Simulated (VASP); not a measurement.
# C61N2 (a cell with a defect) in VASP: notebook

One crystal, C61N2 (a cell with a defect), is run at these levels: PBE, HSE06; tasks: hyperfine couplings.

Program: VASP 6.6.1. These are calculated values, not measurements. Logs are shortened: lines on timing, memory, paths and dates and some standing lists are left out, and cuts for length are marked.

**1. The crystal as given**

The cell holds a defect, 63 atoms: a = 7.144 Å, b = 7.144 Å, c = 7.144 Å, α = 90.00°, β = 90.00°, γ = 90.00°.

The cell was built by a generator and needn't be a form met in nature.

**2. Hyperfine couplings, PBE, collinear spin, ferromagnetic start**

Input file INCAR:

```
PREC = Accurate
ENCUT = 420
EDIFF = 1E-7
ISMEAR = 0
SIGMA = 0.01
LREAL = False
LASPH = True
NELM = 60
ALGO = Normal
ISIF = 2
LWAVE = False
LCHARG = False
ISPIN = 2
MAGMOM = 0 0 0 0 0 0 0 0 0 0 0 0 0 0 0 0 0 0 0 0 0 0 0 0 0 0 0 0 0 0 0 0 0 0 0 0 0 0 0 0 0 0 0 0 0.5 0 0 0 0 0 0 0 0 0 0.5 0 0 0 0 0 0 0 0
LORBIT = 11
NUPDOWN = 1
GGA = PE
LHYPERFINE = True
NELECT = 255
ISYM = 0
NCORE = 4
NGYROMAG = 3.0777 10.7084
LEFG = True
QUAD_EFG = 20.44 0
```

Input file KPOINTS:

```
regular mesh
0
Gamma
  1 1 1
```

Input file POSCAR:

```
C61N2
1.0
    7.1440000000      0.0000000000      0.0000000000
    0.0000000000      7.1440000000      0.0000000000
    0.0000000000      0.0000000000      7.1440000000
N C
2 61
Direct
    0.1372321000      0.1374644000      0.1374644000
    0.1372321000      0.8625356000      0.8625356000
    0.0054726000      0.2494099000      0.2494099000
    0.1245483000      0.3765287000      0.3765287000
    0.2491870000      0.0060482000      0.2491286000
    0.3760976000      0.1250501000      0.3765649000
    0.2491870000      0.2491288000      0.0060482000
    0.3760976000      0.3765649000      0.1250501000
    0.9997465000      0.0000000000      0.5000000000
    0.1233505000      0.1225118000      0.6276655000
    0.9975992000      0.2459111000      0.7540889000
    0.1233505000      0.3723345000      0.8774882000
    0.2491870000      0.9939518000      0.7508714000
    0.3720496000      0.1221761000      0.8778240000
    0.2497270000      0.2492378000      0.5019246000
    0.3745274000      0.3741950000      0.6258050000
    0.9997465000      0.5000000000      1.0000000000
    0.1233505000      0.6276655000      0.1225118000
    0.9975992000      0.7540889000      0.2459111000
    0.1233505000      0.8774882000      0.3723345000
    0.2497270000      0.5019246000      0.2492378000
    0.3745274000      0.6258050000      0.3741950000
    0.2491870000      0.7508712000      0.9939518000
    0.3720496000      0.8778239000      0.1221761000
    0.9997170000      0.5000000000      0.5000000000
    0.1245483000      0.6234713000      0.6234713000
    0.0054726000      0.7505901000      0.7505901000
    0.2497270000      0.4980754000      0.7507622000
    0.3760976000      0.6234351000      0.8749499000
    0.2497270000      0.7507622000      0.4980754000
    0.3760976000      0.8749499000      0.6234351000
    0.5001733000      1.0000000000      0.0000000000
    0.6254199000      0.1248861000      0.1248861000
    0.5008679000      0.2502151000      0.2502151000
    0.6257256000      0.3748477000      0.3748477000
    0.7505510000      0.9980469000      0.2483586000
    0.8768170000      0.1236797000      0.3729489000
    0.7505510000      0.2483586000      0.9980469000
    0.8768170000      0.3729489000      0.1236797000
    0.4995409000      0.0000000000      0.5000000000
    0.6235510000      0.1238294000      0.6237808000
    0.4985677000      0.2491934000      0.7508066000
    0.6235510000      0.3762192000      0.8761706000
    0.7505510000      0.0019531000      0.7516414000
    0.8627391000      0.1329152000      0.8670848000
    0.7508805000      0.2497196000      0.4992420000
    0.8756022000      0.3753445000      0.6246555000
    0.4995409000      0.5000000000      0.0000000000
    0.6235510000      0.6237808000      0.1238294000
    0.4985677000      0.7508066000      0.2491934000
    0.6235510000      0.8761706000      0.3762192000
    0.7508805000      0.4992420000      0.2497196000
    0.8756022000      0.6246555000      0.3753445000
    0.7505510000      0.7516414000      0.0019531000
    0.8627391000      0.8670848000      0.1329152000
    0.5001846000      0.5000000000      0.5000000000
    0.6257256000      0.6251523000      0.6251523000
    0.5008679000      0.7497849000      0.7497849000
    0.6254199000      0.8751139000      0.8751139000
    0.7508805000      0.5007580000      0.7502804000
    0.8768170000      0.6270511000      0.8763203000
    0.7508805000      0.7502804000      0.5007580000
    0.8768170000      0.8763203000      0.6270511000
```

Potentials or basis: VASP PAW PBE potentials, release 64 (N, C).

The run is started by

```console
> cat potpaw_PBE.64/N/POTCAR potpaw_PBE.64/C/POTCAR > POTCAR
> mpirun -np 8 vasp_std > vasp.out
```

OUTCAR:

```text
PREC = Accurate
   ENCUT = 420
   EDIFF = 1E-7
   ISMEAR = 0
   LREAL = False
   LASPH = True
   NELM = 60
   ISIF = 2
   ISPIN = 2
   LORBIT = 11
   NUPDOWN = 1
   GGA = PE
   NELECT = 255
   ISYM = 0

 ion  position               nearest neighbor table
   1  0.137  0.137  0.137-   5 1.47   7 1.47   3 1.47
   2  0.137  0.863  0.863-  13 1.47  23 1.47  27 1.47
   3  0.005  0.249  0.249-   1 1.47   4 1.54  37 1.56  39 1.56
   4  0.125  0.377  0.377-  25 1.53   3 1.54  15 1.56  21 1.56
   5  0.249  0.006  0.249-   1 1.47   6 1.54  20 1.56  24 1.56
   6  0.376  0.125  0.377-  40 1.53   5 1.54  15 1.55  34 1.55
   7  0.249  0.249  0.006-   1 1.47   8 1.54  12 1.56  14 1.56
   8  0.376  0.377  0.125-  48 1.53   7 1.54  21 1.55  34 1.55
[... 41 lines left out ...]
  50  0.499  0.751  0.249-  22 1.54  49 1.56  51 1.56  24 1.57
  51  0.624  0.876  0.376-  40 1.53  36 1.55  50 1.56  62 1.56
  52  0.751  0.499  0.250-  35 1.55  53 1.55  49 1.56  39 1.56
  53  0.876  0.625  0.375-  25 1.54  52 1.55  62 1.55  19 1.57
  54  0.751  0.752  0.002-  55 1.48  59 1.55  61 1.55  49 1.55
  55  0.863  0.867  0.133-  54 1.48  36 1.48  19 1.49
  56  0.500  0.500  0.500-  35 1.55  57 1.55  16 1.56  22 1.56
  57  0.626  0.625  0.625-  58 1.54  60 1.55  62 1.55  56 1.55
  58  0.501  0.750  0.750-  57 1.54  59 1.55  29 1.55  31 1.55
  59  0.625  0.875  0.875-  32 1.55  58 1.55  54 1.55  44 1.55
  60  0.751  0.501  0.750-  57 1.55  47 1.55  43 1.56  61 1.56
  61  0.877  0.627  0.876-  17 1.54  54 1.55  27 1.56  60 1.56
  62  0.751  0.750  0.501-  57 1.55  53 1.55  51 1.56  63 1.56
  63  0.877  0.876  0.627-   9 1.54  44 1.55  27 1.56  62 1.56

IMPORTANT INFORMATION: All symmetrisations will be switched off!
NOSYMM: (Re-)initialisation of all symmetry stuff for point group C_1.

----------------------------------------------------------------------------------------

                                     Primitive cell

  volume of cell :     364.6064

  direct lattice vectors                    reciprocal lattice vectors
     7.144000000  0.000000000  0.000000000     0.139977604  0.000000000  0.000000000
     0.000000000  7.144000000  0.000000000     0.000000000  0.139977604  0.000000000
     0.000000000  0.000000000  7.144000000     0.000000000  0.000000000  0.139977604

  length of vectors
     7.144000000  7.144000000  7.144000000     0.139977604  0.139977604  0.139977604

  position of ions in fractional coordinates (direct lattice)
     0.137232100  0.137464400  0.137464400
     0.137232100  0.862535600  0.862535600
     0.005472600  0.249409900  0.249409900
     0.124548300  0.376528700  0.376528700
     0.249187000  0.006048200  0.249128600
     0.376097600  0.125050100  0.376564900
[... 55 lines left out ...]
     0.750880500  0.750280400  0.500758000
     0.876817000  0.876320300  0.627051100

  ion indices of the primitive-cell ions
   primitive index   ion index
                 1           1
                 2           2
                 3           3
                 4           4
                 5           5
                 6           6
[... 55 lines left out ...]
                62          62
                63          63

----------------------------------------------------------------------------------------
[... 414 lines left out ...]
      0.98039      0.98205      0.98205         0.000964     -0.001195     -0.001213
      0.98039      6.16195      6.16195         0.000965      0.001193      0.001216
      0.03910      1.78178      1.78178         0.002356      0.001906      0.001910
      0.88977      2.68992      2.68992        -0.004229     -0.001089     -0.001088
      1.78019      0.04321      1.77977         0.001732      0.001395      0.003035
      2.68684      0.89336      2.69018        -0.003234     -0.003985     -0.001240
[... 55 lines left out ...]
      5.36429      5.36000      3.57742        -0.003063     -0.003388     -0.000021
      6.26398      6.26043      4.47965         0.001439      0.001685      0.000578
[... 29 lines left out ...]
   1      73.228    71.476  -144.704       0.012
   2      73.228    71.476  -144.704       0.012
   3      -9.604    -8.019    17.623       0.090
   4      -4.169    -0.639     4.807       0.734
   5      -9.312    -7.466    16.779       0.110
   6      -2.946    -0.066     3.011       0.956
[... 55 lines left out ...]
  62      -1.080    -0.247     1.327       0.628
  63       3.507     0.332    -3.839       0.827
----------------------------------------------------------------------

           NMR quadrupolar parameters

 Cq : quadrupolar parameter    Cq=e*Q*V_zz/h
 eta: asymmetry parameters     (V_yy - V_xx)/ V_zz
 Q  : nuclear electric quadrupole moment in mb (millibarn)
----------------------------------------------------------------------
 ion       Cq(MHz)       eta       Q (mb)
----------------------------------------------------------------------
   1      -7.152       0.012      20.440
   2      -7.152       0.012      20.440
   3       0.000       0.090       0.000
   4       0.000       0.734       0.000
   5       0.000       0.110       0.000
   6       0.000       0.956       0.000
[... 55 lines left out ...]
  62       0.000       0.628       0.000
  63       0.000       0.827       0.000
----------------------------------------------------------------------

 Fermi contact (isotropic) hyperfine coupling parameter (MHz)
 -------------------------------------------------------------
  ion      A_pw      A_1PS     A_1AE     A_1c      A_tot
 -------------------------------------------------------------
   1       0.126     0.124    -3.298    -0.390    -3.295
   2       0.126     0.124    -3.298    -0.390    -3.295
   3      -0.068    -0.069    -0.703     0.104    -0.703
   4      -0.047    -0.048    -0.623     0.066    -0.622
   5       0.013     0.013    -0.799    -0.073    -0.799
   6       0.401     0.403     0.797    -0.801     0.795
[... 55 lines left out ...]
  62      -0.149    -0.152    -3.499     0.118    -3.497
  63       0.477     0.482     5.450    -0.699     5.445
 -------------------------------------------------------------

 Dipolar hyperfine coupling parameters (MHz)
 ---------------------------------------------------------------------
  ion      A_xx      A_yy      A_zz      A_xy      A_xz      A_yz
 ---------------------------------------------------------------------
   1      -0.281     0.141     0.141     0.198     0.198    -0.395
   2      -0.281     0.141     0.141    -0.198    -0.198    -0.395
   3      -0.532     0.266     0.266     0.227     0.227     0.547
   4      -0.166     0.083     0.083     0.018     0.018     0.021
   5       0.695    -0.666    -0.029     0.070     0.628     0.014
   6      -0.027     0.204    -0.177    -0.590     0.452    -0.653
[... 55 lines left out ...]
  62      -0.442    -0.160     0.602     0.113    -0.215    -0.069
  63      -1.509     0.406     1.103    -0.569    -0.346     1.551
 ---------------------------------------------------------------------

 Total hyperfine coupling parameters after diagonalization (MHz)
 (convention: |A_zz| > |A_xx| > |A_yy|)
 ----------------------------------------------------------------------
  ion      A_xx      A_yy      A_zz     asymmetry (A_yy - A_xx)/ A_zz
 ----------------------------------------------------------------------
   1      -3.283    -2.759    -3.843      -0.136
   2      -3.283    -2.759    -3.843      -0.136
   3      -0.984     0.184    -1.307      -0.893
   4      -0.560    -0.516    -0.791      -0.055
   5      -1.188     0.262    -1.470      -0.986
   6       0.302     0.127     1.955      -0.089
[... 55 lines left out ...]
  62      -3.639    -2.842    -4.009      -0.199
  63       4.671     3.777     7.889      -0.113
 ---------------------------------------------------------------------

 total charge

# of ion       s       p       d       tot
------------------------------------------
    1        1.211   2.689   0.000   3.900
    2        1.211   2.689   0.000   3.900
    3        0.821   1.724   0.000   2.545
    4        0.829   1.766   0.000   2.594
    5        0.821   1.727   0.000   2.548
    6        0.831   1.771   0.000   2.601
[... 55 lines left out ...]
   62        0.825   1.750   0.000   2.575
   63        0.824   1.752   0.000   2.577
--------------------------------------------------
tot         52.837 112.566   0.000 165.402

 magnetization (x)

# of ion       s       p       d       tot
------------------------------------------
    1       -0.001   0.003   0.000   0.002
    2       -0.001   0.003   0.000   0.002
    3       -0.000  -0.001   0.000  -0.001
    4       -0.000  -0.000   0.000  -0.000
    5       -0.000   0.000   0.000   0.000
    6        0.000   0.003   0.000   0.003
[... 55 lines left out ...]
   62       -0.000  -0.001   0.000  -0.001
   63        0.001   0.004   0.000   0.004
--------------------------------------------------
tot          0.067   0.571   0.000   0.638
```

Wall time 35 s (8 MPI ranks of Intel Xeon 6975P-C (Granite Rapids), shared host); peak memory 0.15 GiB.

What came out:

- Free energy: -549.5744 eV
- Largest force: 0.006 eV/Å
- Net moment: 1.00 μB per cell
- Site moments: N +0.00; C -0.00, +0.00, +0.01, -0.01, +0.02, +0.24 μB
- Valence electrons inside the program's atomic spheres: N 3.90; C 2.54, 2.59, 2.55, 2.60, 2.58, 2.57, 2.61, 2.62

Forces in eV/Å, atoms in the order of the input:
```
N    0.001 -0.001 -0.001
N    0.001  0.001  0.001
C    0.002  0.002  0.002
C   -0.004 -0.001 -0.001
C    0.002  0.001  0.003
C   -0.003 -0.004 -0.001
C    0.002  0.003  0.001
C   -0.003 -0.001 -0.004
C    0.001  0.000  0.000
C   -0.002 -0.002  0.000
C   -0.002  0.001 -0.001
C   -0.002  0.000  0.002
C    0.002 -0.001 -0.003
C    0.002 -0.001  0.001
C    0.003  0.003  0.000
C    0.001  0.001 -0.001
C    0.001  0.000  0.000
C   -0.002  0.000 -0.002
C   -0.002 -0.001  0.001
C   -0.002  0.002  0.000
C    0.003  0.000  0.003
C    0.001 -0.001  0.001
C    0.002 -0.003 -0.001
C    0.002  0.001 -0.001
C    0.001  0.000  0.000
C   -0.004  0.001  0.001
C    0.002 -0.002 -0.002
C    0.003  0.000 -0.003
C   -0.003  0.001  0.004
C    0.003 -0.003  0.000
C   -0.003  0.004  0.001
C   -0.001  0.000  0.000
C    0.000 -0.002 -0.002
C   -0.001  0.002  0.002
C    0.000  0.000  0.000
C    0.000 -0.006  0.001
C    0.001 -0.002 -0.001
C    0.000  0.001 -0.006
C    0.001 -0.001 -0.002
C    0.003  0.000  0.000
C    0.000 -0.003  0.003
C   -0.001  0.004 -0.004
C    0.000 -0.003  0.003
C    0.000  0.006 -0.001
C   -0.001 -0.001  0.001
C   -0.003  0.003  0.000
C    0.003 -0.001  0.001
C    0.003  0.000  0.000
C    0.000  0.003 -0.003
C   -0.001 -0.004  0.004
C    0.000  0.003 -0.003
C   -0.003  0.000  0.003
C    0.002  0.001 -0.001
C    0.000 -0.001  0.006
C   -0.001  0.001 -0.001
C   -0.002  0.000  0.000
C    0.000  0.000  0.000
C   -0.001 -0.002 -0.002
C    0.000  0.002  0.002
C   -0.003  0.000 -0.003
C    0.001  0.001  0.002
C   -0.003 -0.003  0.000
C    0.001  0.002  0.001
```

Electric field gradients, principal values (V/Å²):
| atom | Vxx | Vyy | Vzz |
| --- | --- | --- | --- |
| 1 N | 71.476 | 73.228 | -144.704 |
| 2 N | 71.476 | 73.228 | -144.704 |
| 3 C | -8.019 | -9.604 | 17.623 |
| 4 C | -0.639 | -4.169 | 4.807 |
| 5 C | -7.466 | -9.312 | 16.779 |
| 6 C | -0.066 | -2.946 | 3.011 |
| 7 C | -7.466 | -9.313 | 16.779 |
| 8 C | -0.066 | -2.946 | 3.011 |
| 9 C | -0.407 | -0.718 | 1.125 |
| 10 C | -0.123 | -4.168 | 4.291 |
| 11 C | 4.417 | 8.190 | -12.608 |
| 12 C | -0.123 | -4.168 | 4.291 |
| 13 C | -7.466 | -9.312 | 16.779 |
| 14 C | 1.926 | 2.306 | -4.232 |
| 15 C | 0.036 | 1.329 | -1.364 |
| 16 C | -0.807 | -1.104 | 1.911 |
| 17 C | -0.407 | -0.718 | 1.125 |
| 18 C | -0.123 | -4.168 | 4.291 |
| 19 C | 4.417 | 8.190 | -12.608 |
| 20 C | -0.123 | -4.167 | 4.291 |
| 21 C | 0.036 | 1.329 | -1.364 |
| 22 C | -0.807 | -1.104 | 1.911 |
| 23 C | -7.466 | -9.313 | 16.779 |
| 24 C | 1.926 | 2.306 | -4.232 |
| 25 C | 0.683 | 0.970 | -1.654 |
| 26 C | -0.639 | -4.169 | 4.807 |
| 27 C | -8.019 | -9.604 | 17.623 |
| 28 C | 0.036 | 1.329 | -1.364 |
| 29 C | -0.066 | -2.946 | 3.011 |
| 30 C | 0.036 | 1.329 | -1.365 |
| 31 C | -0.066 | -2.946 | 3.011 |
| 32 C | 0.705 | 0.719 | -1.424 |
| 33 C | -1.040 | -2.482 | 3.522 |
| 34 C | 0.329 | 1.835 | -2.164 |
| 35 C | -0.685 | -0.816 | 1.501 |
| 36 C | 4.998 | 8.301 | -13.298 |
| 37 C | 0.332 | 3.507 | -3.839 |
| 38 C | 4.998 | 8.301 | -13.298 |
| 39 C | 0.332 | 3.507 | -3.839 |
| 40 C | -0.614 | -1.763 | 2.377 |
| 41 C | 0.641 | 4.476 | -5.117 |
| 42 C | -2.019 | -2.075 | 4.095 |
| 43 C | 0.641 | 4.476 | -5.117 |
| 44 C | 4.998 | 8.300 | -13.298 |
| 45 C | 13.271 | 16.367 | -29.638 |
| 46 C | -0.247 | -1.080 | 1.327 |
| 47 C | 1.783 | 2.964 | -4.747 |
| 48 C | -0.614 | -1.763 | 2.377 |
| 49 C | 0.641 | 4.476 | -5.117 |
| 50 C | -2.019 | -2.075 | 4.095 |
| 51 C | 0.641 | 4.476 | -5.117 |
| 52 C | -0.247 | -1.080 | 1.327 |
| 53 C | 1.783 | 2.964 | -4.747 |
| 54 C | 4.998 | 8.301 | -13.298 |
| 55 C | 13.271 | 16.367 | -29.637 |
| 56 C | -0.062 | -1.109 | 1.171 |
| 57 C | -0.685 | -0.816 | 1.501 |
| 58 C | 0.329 | 1.835 | -2.164 |
| 59 C | -1.040 | -2.482 | 3.522 |
| 60 C | -0.247 | -1.080 | 1.327 |
| 61 C | 0.332 | 3.507 | -3.839 |
| 62 C | -0.247 | -1.080 | 1.327 |
| 63 C | 0.332 | 3.507 | -3.839 |

Hyperfine coupling, principal values (MHz):
```tsv
atom	values
1 N	-3.3, -2.8, -3.8
2 N	-3.3, -2.8, -3.8
3 C	-1.0, 0.2, -1.3
4 C	-0.6, -0.5, -0.8
5 C	-1.2, 0.3, -1.5
6 C	0.3, 0.1, 2.0
7 C	-1.2, 0.3, -1.5
8 C	0.3, 0.1, 2.0
9 C	-2.8, -1.1, -2.9
10 C	-1.0, 0.0, 1.7
11 C	-13.1, -7.1, -13.6
12 C	-1.0, 0.0, 1.7
13 C	-1.2, 0.3, -1.5
14 C	3.8, 2.7, 4.2
15 C	0.9, 0.5, 1.0
16 C	3.7, 3.3, 3.9
17 C	-2.8, -1.1, -2.9
18 C	-1.0, 0.0, 1.7
19 C	-13.1, -7.1, -13.6
20 C	-1.0, 0.0, 1.7
21 C	0.9, 0.5, 1.0
22 C	3.7, 3.3, 3.9
23 C	-1.2, 0.3, -1.5
24 C	3.8, 2.7, 4.2
25 C	-1.1, -0.5, 6.2
26 C	-0.6, -0.5, -0.8
27 C	-1.0, 0.2, -1.3
28 C	0.9, 0.5, 1.0
29 C	0.3, 0.1, 2.0
30 C	0.9, 0.5, 1.0
31 C	0.3, 0.1, 2.0
32 C	-2.9, -1.8, -3.4
33 C	2.3, 0.1, 6.0
34 C	-2.4, -2.1, -2.6
35 C	-2.2, -1.7, -2.4
36 C	-15.0, -12.1, -15.3
37 C	4.7, 3.8, 7.9
38 C	-15.0, -12.1, -15.3
39 C	4.7, 3.8, 7.9
40 C	-2.8, 0.9, -3.2
41 C	25.9, 25.4, 33.8
42 C	0.5, 0.4, 1.5
43 C	25.9, 25.4, 33.8
44 C	-15.0, -12.1, -15.3
45 C	156.9, 156.4, 276.1
46 C	-3.6, -2.8, -4.0
47 C	23.0, 22.4, 34.2
48 C	-2.8, 0.9, -3.2
49 C	25.9, 25.4, 33.8
50 C	0.5, 0.4, 1.5
51 C	25.9, 25.4, 33.8
52 C	-3.6, -2.8, -4.0
53 C	23.0, 22.4, 34.2
54 C	-15.0, -12.1, -15.3
55 C	156.9, 156.4, 276.1
56 C	-0.2, -0.2, 0.5
57 C	-2.2, -1.7, -2.4
58 C	-2.4, -2.1, -2.6
59 C	2.3, 0.1, 6.0
60 C	-3.6, -2.8, -4.0
61 C	4.7, 3.8, 7.9
62 C	-3.6, -2.8, -4.0
63 C	4.7, 3.8, 7.9
```

Caveat: the cell carries a net charge on a neutralising background, which shifts energy and pressure; the cell is charged against a uniform background, so pressure and absolute levels hang on convention; the total moment is fixed, so each spin has its own Fermi level.

(Continued in part 2 of 2.)
